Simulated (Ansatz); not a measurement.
# CoO: the cost of one run

Program: Ansatz 0.2.0. Level of theory: DFT PBEsol, scalar-relativistic, plane waves, PAW. These are calculated values, not measurements.

3 further runs of the same task are left out: 3 set aside as unsound or not needed. Runs told in other sessions of the task aren't counted.

## (1) The structure to begin with

The structure is hexagonal, space group P6_3mc (No. 186). Conventional cell: a = 3.042 Å, b = 3.042 Å, c = 5.271 Å, α = 90.00°, β = 90.00°, γ = 120.00°. Around Co (site symmetry 3m) lie 4 O at 1.87 to 1.92 Å. O (site symmetry 3m) is surrounded by 4 Co at 1.87 to 1.92 Å.

Coordinates:

```xyz
4
Lattice="3.0420 0.0000 0.0000 -1.5210 2.6345 0.0000 0.0000 0.0000 5.2711" Properties=species:S:1:pos:R:3 pbc="T T T"
Co    0.0000    0.0000    0.0533
Co    0.0000    1.7563    2.6888
O     0.0000    0.0000    1.9234
O     0.0000    1.7563    4.5589
```

It goes back to an entry of the Materials Project, which need not be the stable form.

It is the result of an earlier relaxation at this level (volume 10.56 Å³/atom; gap on the mesh: none (metal), site moments up to 1.9 μB).

## (2) Relaxing at 5 GPa

At a set pressure the run lowers the enthalpy E + PV, so the energy alone may rise along the way.

input.yaml reads:

```yaml
crystal:
  lattice:
    - [3.0420120706, 0.0, 0.0]
    - [-1.5210060353, 2.6344597318, 0.0]
    - [0.0, 0.0, 5.2710553474]
  atoms:
    - { symbol: Co, position: [0.0, 0.0, 0.0101064974], spin: -2.07 }
    - { symbol: Co, position: [0.3333333333, 0.6666666667, 0.5101063364], spin: 2.07 }
    - { symbol: O, position: [0.0, 0.0, 0.3648939035], spin: 0.15 }
    - { symbol: O, position: [0.3333333333, 0.6666666667, 0.8648942626], spin: -0.15 }
basis:
  ecutwfc: 420
kpoints:
  mp_grid: { grid: [18, 18, 8] }
hamiltonian:
  xc: pbesol
scf:
  occupations: { method: gaussian, width: 0.2 }
output:
  forces: true
  stress: true
  eigenvalues: true
  populations: true
  write_density: true
  write_potential: true
  elf: true
  volumetric_format: npy
magnetization:
  spin_polarized: true
relax:
  adjacent_minimum: "off"
  f_tol: 0.001
  max_steps: 60
  cell: { stress_tol: 0.02, p_target: 5.0 }
```

The run is started by

```
$ ansatz run input.yaml --threads 2 --pin off --max-ram 6144MiB --backend cpu --events-out ev --progress --plain --runs-dir out
```

**Question.** How long does this run take on 2 threads of Intel Xeon 6975P-C (Granite Rapids), shared host, and how much memory does it need?

About 6.7 min, with a peak of 0.85 GiB.
